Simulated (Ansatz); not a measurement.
## W: phonon heat capacity and phonon entropy against temperature

Results calculated with Ansatz 0.2.0, not measured. Harmonic vibrational free energy, entropy and heat capacity at constant volume, per atom, from the force constants of a q mesh, imaginary modes left out; plane waves with PAW datasets, Gamma-centred k mesh.

Structure of every row (space group Im-3m, No. 229):
```
CELL_PARAMETERS angstrom
-1.59190 1.59190 1.59190
1.59190 -1.59190 1.59190
1.59190 1.59190 -1.59190
ATOMIC_POSITIONS crystal
W 0.00000 0.00000 0.00000
```

Settings of every row: functional PBE; dispersion none; spin none; wave cutoff 420 eV; k mesh 20x20x20; occupations fermi dirac; smearing width 0.15 eV; pressure 0 GPa; phonon method linear response; q mesh 2x2x2.

Limits: coarse q mesh; levels loosely converged; metal sensitive to the k mesh; the cell was measured well above room temperature; no spin-orbit coupling, which can matter with elements this heavy.

```
row  temperature (K)  phonon heat capacity (kB/atom)  phonon entropy (kB/atom)  phonon free energy (meV/atom)
  1              200                           2.703                     2.965                              6
  2              300                           2.863                     4.098                          -24.8
  3              400                           2.922                     4.931                          -63.8
  4              500                           2.949                     5.586                         -109.2
  5              600                           2.965                     6.125                         -159.8
  6              700                           2.974                     6.583                         -214.6
  7              800                            2.98                      6.98                           -273
  8              900                               ?                         ?                              ?
  9             1000                           2.987                     7.646                         -399.3
```

Question: what phonon heat capacity and phonon entropy should row 8 give?

Worked fit of phonon heat capacity. At high temperature a harmonic heat capacity falls short of its limit by a term in 1/T², so take t = (100 K / T)². The shown rows have t = 0.25, 0.11111, 0.0625, 0.04, 0.02778, 0.02041, 0.01562, 0.01. Least squares give phonon heat capacity = 2.9996 − 1.2647 × t + 0.313 × t² kB/atom; a straight line predicts inner rows, each left out in turn, worse (root mean square 0.0018 against 0.00031 kB/atom). The rows lie off it by 0.000, 0.000, 0.000, -0.001, 0.000, 0.000, 0.000, 0.000. The constant, 2.9996 kB/atom, is to be held against the harmonic limit of 3 k_B an atom. The withheld row has t = 0.01235, so the fit gives 2.9996 − 1.2647 × (0.01235) + 0.313 × (0.01235)² = 2.984 kB/atom.

The calculation gave 2.984 kB/atom. The fit meets it to the printed digit.

Worked fit of phonon entropy. Entropy rises as the heat capacity times the change of ln T, so take t = ln(T / 300 K). The shown rows have t = -0.4055, 0, 0.2877, 0.5108, 0.6931, 0.8473, 0.9808, 1.204. Least squares give phonon entropy = 4.1063 + 2.85567 × t + 0.07374 × t² kB/atom; a straight line predicts inner rows, each left out in turn, worse (root mean square 0.017 against 0.006 kB/atom). The rows lie off it by 0.005, -0.008, -0.003, 0.002, 0.004, 0.004, 0.002, -0.005 (root mean square 0.0045 kB/atom), a smooth pattern that one more power would take up: the form is only approximate. The slope at t = 0, 2.86 kB/atom, estimates the heat capacity at 300 K. The withheld row has t = 1.0986, so the fit gives 4.1063 + 2.85567 × (1.0986) + 0.07374 × (1.0986)² = 7.333 kB/atom.

The calculation gave 7.332 kB/atom. The fit lies 0.001 kB/atom (0.021 % of the column's range) above it, one unit of the last digit.

The other values of row 8: phonon free energy -334.7 meV/atom.
